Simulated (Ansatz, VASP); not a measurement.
BP in VASP and in Ansatz

The input INCAR:

```
SYSTEM = BP
ALGO = Normal
EDIFF = 1E-6
ENCUT = 520
GGA = PE
ISIF = 2
ISMEAR = 0
LASPH = .TRUE.
LCHARG = .FALSE.
LREAL = .FALSE.
LWAVE = .FALSE.
NBANDS = 11
NELM = 100
PREC = Accurate
SIGMA = 0.05
```

The input KPOINTS:

```
k-points
0
G
  10 10 10
  0 0 0
```

Contents of POSCAR:

```
BP
1.0
    0.0000000000      2.2400395891      2.2400395891
    2.2400395891      0.0000000000      2.2400395891
    2.2400395891      2.2400395891      0.0000000000
B P
1 1
Direct
    0.0000000000      0.0000000000      0.0000000000
    0.7500000000      0.7500000000      0.7500000000
```

Input for Ansatz:

```yaml
crystal:
  lattice:
    - [0.0, 2.2400395891, 2.2400395891]
    - [2.2400395891, 0.0, 2.2400395891]
    - [2.2400395891, 2.2400395891, 0.0]
  atoms:
    - { symbol: B, position: [0.0, 0.0, 0.0] }
    - { symbol: P, position: [0.75, 0.75, 0.75] }
basis:
  ecutwfc: 420
kpoints:
  mp_grid: { grid: [10, 10, 10] }
hamiltonian:
  xc: pbe
scf:
  occupations: { method: gaussian, width: 0.05 }
output:
  forces: true
  stress: true
  eigenvalues: true
```

Change from the starting cell: strain -0.015 along x and y, -0.015 along z, atoms carried along.

Alike in both runs: task single point; functional PBE; k mesh 10 × 10 × 10; occupations gaussian, width 0.05 eV; no spin polarisation.

|  | VASP | Ansatz |
| --- | --- | --- |
| version | VASP 6.6.1 | Ansatz 0.2.0 |
| potentials or method | VASP PAW PBE potentials, release 64 (B, P) | scalar-relativistic, plane waves, PAW |
| plane-wave cutoff (eV) | 520 | 420 |
| valence electrons in the cell | 8 | 8 |

|  | VASP | Ansatz | Ansatz less VASP |
| --- | --- | --- | --- |
| gap on the k mesh at the Fermi level (eV) | 1.19 | 1.19 | +0.005 |
| least direct gap on the mesh (eV) | 3.46 | 3.46 | +0.004 |
| pressure (GPa) | 7.7 | 8.0 | +0.28 |

A k mesh can miss the band edges.
